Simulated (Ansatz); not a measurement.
**CdSe: the cell at several levels of theory, part 1 of 2**

Cell and atoms of CdSe in the 4H polytype structure are relaxed in turn with PBE and r2SCAN. This is a trial cell built on a prototype, not taken from a measured structure, and it needn't be the compound's ground state.

Code: Ansatz 0.2.0. PAW datasets, plane waves, zero pressure. Values at 0 K without nuclear motion; spin polarisation is off, and the phase may be a hypothetical one.

## (1) The cell

This is the cell as the run starts from it, not yet at rest; its lengths are not the crystal's.

Space group P6_3mc (No. 186), hexagonal; a = 4.185 Å, c = 13.667 Å in the conventional setting, 25.91 Å³ an atom. Near Cd stand 4 Se at 2.56 Å; near Se stand 4 Cd at 2.56 Å.

The structure in full:

```
Cd Se
1.0
     4.18471    0.00000    0.00000
    -2.09235    3.62406    0.00000
     0.00000    0.00000   13.66726
Cd Se
4 4
Direct
  0.00000 0.00000 0.00000
  0.33333 0.66667 0.25000
  0.00000 0.00000 0.50000
  0.66667 0.33333 0.75000
  0.00000 0.00000 0.18750
  0.33333 0.66667 0.43750
  0.00000 0.00000 0.68750
  0.66667 0.33333 0.93750
```

## (2) PBE: cell and atoms

The input, input.yaml:

```yaml
crystal:
  lattice:
    - [4.1847082766, 0.0, 0.0]
    - [-2.0923541383, 3.6240636749, 0.0]
    - [0.0, 0.0, 13.6672572313]
  atoms:
    - { symbol: Cd, position: [0.0, 0.0, 0.0] }
    - { symbol: Cd, position: [0.3333333333, 0.6666666667, 0.25] }
    - { symbol: Cd, position: [0.0, 0.0, 0.5] }
    - { symbol: Cd, position: [0.6666666667, 0.3333333333, 0.75] }
    - { symbol: Se, position: [0.0, 0.0, 0.1875] }
    - { symbol: Se, position: [0.3333333333, 0.6666666667, 0.4375] }
    - { symbol: Se, position: [0.0, 0.0, 0.6875] }
    - { symbol: Se, position: [0.6666666667, 0.3333333333, 0.9375] }
kpoints:
  mp_grid: { grid: [6, 6, 2] }
hamiltonian:
  xc: pbe
scf:
  occupations: { method: fermi_dirac, width: 0.02 }
relax:
  f_tol: 0.005
  cell: {}
```

Launch:

```sh
> ansatz run input.yaml --threads 2 --pin off --max-ram 20275MiB --backend cpu --events-out ev --progress --plain --runs-dir out
```

What it wrote, cut to the lines that bear on the results:

```text
[...]
Pseudopotentials: kind: paw
Pseudopotential: Cd, paw, valence charge 20, recommended cutoff 420 eV (normal), Cd.paw.azcp
Pseudopotential: Se, paw, valence charge 16, recommended cutoff 420 eV (normal), Se.paw.azcp
Functional definition: PBE
[...]
Crystal: 8 atoms, lattice volume = 207.273 Å³
Basis set: ecut = 420 eV, 3963 PW (Γ), exchange–correlation on 60×60×192 points (8 copies of the dense FFT grid, shifted against one another)
Bands: 87, of which v1, the nominal top of the filled ones, is band 72 counted from 1 (71 counted from 0)
Symmetry: 12 space group operations
Space group: P63mc (ITA 186), of the structure as read, at distance tolerance 5.9e-5 Å
k-points: 14 of 72
[...]
SCF iter   1: F=—  HF=-54898.454319 eV  |F-HF|=—  |Δ(HF+E_count)|=         —  Δρ=7.79e-4  dr2=2.08e-3  ethr=1.77e-3  ⟨swp⟩=6.0  Hψ=4331  notcnv=0  defer=4
[...]
relax step   1: F+E_penalty+E_count = -54898.45704857 eV  Δ(F+E_penalty+E_count) = +0.000e0 eV  max|allowed force component| = 2.427e-2 eV/Å  Δτ_max = 0.0000 Å  P = +8.514 GPa  Ω = 207.273 Å³  (7 SCF iters, dr2 threshold 1.00e-7 eV, accepted)
[...]
relax step   5: F+E_penalty+E_count = -54899.17324763 eV  Δ(F+E_penalty+E_count) = -9.227e-5 eV  max|allowed force component| = 8.650e-4 eV/Å  Δτ_max = 0.0005 Å  P = +0.000 GPa  Ω = 237.964 Å³  energy of the carried Pulay correction = +5.203e-5 eV  (5 SCF iters, dr2 threshold 6.62e-9 eV, accepted)
[...]
  atom   5  Se    -0.00000000    -0.00000000     0.00085841
  atom   6  Se     0.00000000     0.00000000     0.00037797
  atom   7  Se     0.00000000     0.00000000     0.00085841
  atom   8  Se    -0.00000000    -0.00000000     0.00037797
[...]
--- Stress (GPa, compression-positive) ---
       -0.001305      -0.000000       0.000000
       -0.000000      -0.001305       0.000000
        0.000000       0.000000       0.003362
  P = ⅓ Tr σ = 0.0003 GPa (0.003 kbar)
--- Relaxed structure (4 steps of the walk, 4 accepted, 2 SCFs on fresh bases) ---
  F+E_penalty+E_count = -54899.17319790 eV   max|allowed force component| = 8.665e-4 eV/Å   (the final SCF, on the basis selected at the relaxed cell)
  cell:  # Å, volume = 237.9639 Å³
    - [4.382697324783554, -1.2710471413502557e-33, 3.4953796387132036e-33]
    - [-2.191348662391777, 3.7955272203606567, 6.3033792043041116e-18]
    - [1.349152988190418e-32, 2.377163116850715e-17, 14.305319911082199]
  atoms:
    - { symbol: Cd, position: [-5.70632613500159e-21, -1.1412652270002353e-20, -0.00016354680221216801] }
    - { symbol: Cd, position: [0.3333333333333333, 0.6666666666666667, 0.24996987753166813] }
    - { symbol: Cd, position: [-5.706326135000446e-21, -1.1412652270002047e-20, 0.4998364531977879] }
    - { symbol: Cd, position: [0.6666666666666667, 0.3333333333333333, 0.7499698775316681] }
    - { symbol: Se, position: [-1.1853278024848351e-21, -2.370655604969285e-21, 0.18746602777915544] }
    - { symbol: Se, position: [0.3333333333333333, 0.6666666666666667, 0.4377276414913887] }
    - { symbol: Se, position: [-1.1853278024836796e-21, -2.3706556049658184e-21, 0.6874660277791556] }
    - { symbol: Se, position: [0.6666666666666667, 0.3333333333333333, 0.9377276414913889] }
```

Wall time 40 s (2 threads of AMD EPYC 7R13 (Zen 3), shared host); peak memory 0.86 GiB.

Ionic steps:

```csv
step,energy change (meV/atom),largest force (eV/Å),pressure (GPa),volume (Å³/atom)
1,0.0,0.0243,8.51,25.909
2,-88.9,0.0133,-0.14,29.850
3,-88.9,0.0041,-0.03,29.777
4,-89.5,0.0041,-0.05,29.777
5,-89.5,0.0009,0.00,29.745
6,-89.5,0.0009,0.00,29.745
```

Step 4 solves the same cell on a plane-wave basis chosen anew, so the energy can jump there without a move.

The table lists every geometry solved, with passes on a fresh basis, whose energies don't compare exactly with the rows above.

|  | before | after | change |
| --- | --- | --- | --- |
| a (Å) | 4.185 | 4.383 | +4.73 % |
| c (Å) | 13.667 | 14.305 | +4.67 % |
| volume (Å³/atom) | 25.909 | 29.745 | +14.81 % |
| shortest distance (Å) | 2.563 | 2.682 | +4.65 % |
| space group | P6_3mc | P6_3mc | same |

(Continued in part 2 of 2.)
